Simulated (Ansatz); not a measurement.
# Al₃Cu: how the energy converges with the cutoff

Al₃Cu, P4/mmm, a = 2.778 Å, c = 7.513 Å. The structure is a Materials Project entry; whether it is the stable form wasn't checked. Ansatz: r2SCAN, PAW, cutoff varied, Γ-centred 16×16×6 mesh on 4 atoms, Gaussian smearing 0.10 eV; no spin polarisation. Single points at one geometry, the cutoff alone changed; ΔE is the energy at zero smearing over the run at 850 eV (runs within 0.3 meV/atom of it are left out). The runs up to 460 eV lie under the cutoff recommended for these PAW datasets.

| cutoff (eV) | ΔE (meV/atom) |
| --- | --- |
| 150 | ? |
| 200 | 4098.90 |
| 250 | 712.00 |
| 300 | 86.39 |
| 350 | 8.98 |
| 380 | 3.36 |
| 460 | 0.85 |
| 500 | 0.52 |
| 520 | 0.42 |

Q: Assume ΔE falls exponentially with the cutoff, fit y = ln ΔE against x, the cutoff in eV, to the other rows, and predict the missing value.

A: y = 8.318, 6.568, 4.459, 2.195, 1.212, -0.163, -0.654, -0.868. Means x = 370.0, y = 2.6334; Σ(Δx)² = 96200, ΣΔxΔy = -2776; the slope is their ratio. y = 13.31 − 0.02886 x, a factor of ten per 80 eV. At 150 eV this gives ΔE = 7950.58 meV/atom. The run gave 22672.86, a ratio of 0.35. Between neighbouring rows the decay runs from a factor of ten per 51 eV to one per 216 eV, so one exponential is only a rough guide. The fast fall gives way to a slow tail, so a fit to low cutoffs promises convergence too early.